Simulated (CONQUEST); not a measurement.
## PbS under changes of volume

One of the cells (26.686 Å³/atom); the others are scaled copies at fixed shape and fractional positions:

```
Pb S
1.0
     4.22532    0.00000    0.00000
     0.00000    7.31847    0.00000
     0.00000    0.00000   10.35575
Pb S
6 6
Direct
  0.00000 0.00000 0.01943
  0.00000 0.33333 0.68610
  0.00000 0.66667 0.35277
  0.50000 0.16667 0.35277
  0.50000 0.50000 0.01943
  0.50000 0.83333 0.68610
  0.00000 0.00000 0.52496
  0.00000 0.33333 0.19163
  0.00000 0.66667 0.85830
  0.50000 0.16667 0.85830
  0.50000 0.50000 0.52496
  0.50000 0.83333 0.19163
```

The cell is a database's computed one.

```yaml
Program: CONQUEST 1.3
Functional: PBE
Potentials_or_basis: PseudoDojo NC PBE, DZP, grid of 40 × 72 × 100 points
k_mesh: 6 × 4 × 3
Occupations: fermi-dirac, width 0.05 eV
Spin: no spin polarisation
```

| volume (Å³/atom) | energy over the lowest point (meV/atom) | pressure (GPa) | largest force (eV/Å) |
| --- | --- | --- | --- |
| 25.085 | 36.80 | 5.6 | 0.083 |
| 25.618 | 20.70 | 4.1 | 0.073 |
| 26.152 | ? | ? | ? |
| 26.686 | 2.84 | 1.4 | 0.045 |
| 27.220 | 0.00 | 0.3 | 0.039 |
| 27.753 | 0.75 | -0.7 | 0.017 |
| 28.287 | 4.71 | -1.6 | 0.014 |

Task: What does the run at 26.152 Å³/atom give?

Result: Energy over the lowest point 9.58 meV/atom; pressure 2.7 GPa; largest force 0.056 eV/Å.

Worked out: A Birch-Murnaghan fit of order 3 (a polynomial in V^(-2/3)) to the other rows has its minimum at 27.37 Å³/atom with B0 = V·E''(V) = 53 GPa and B' = 4.6 at fixed shape and positions, which overstates the stiffness. It gives 9.56 meV/atom at 26.152 Å³/atom, against the run's 9.58, and -dE/dV = 2.7 GPa, against 2.7.

Energies are extrapolated to zero smearing.

Caveats: the basis of atomic orbitals isn't converged, which shifts pressures, moduli and gaps.
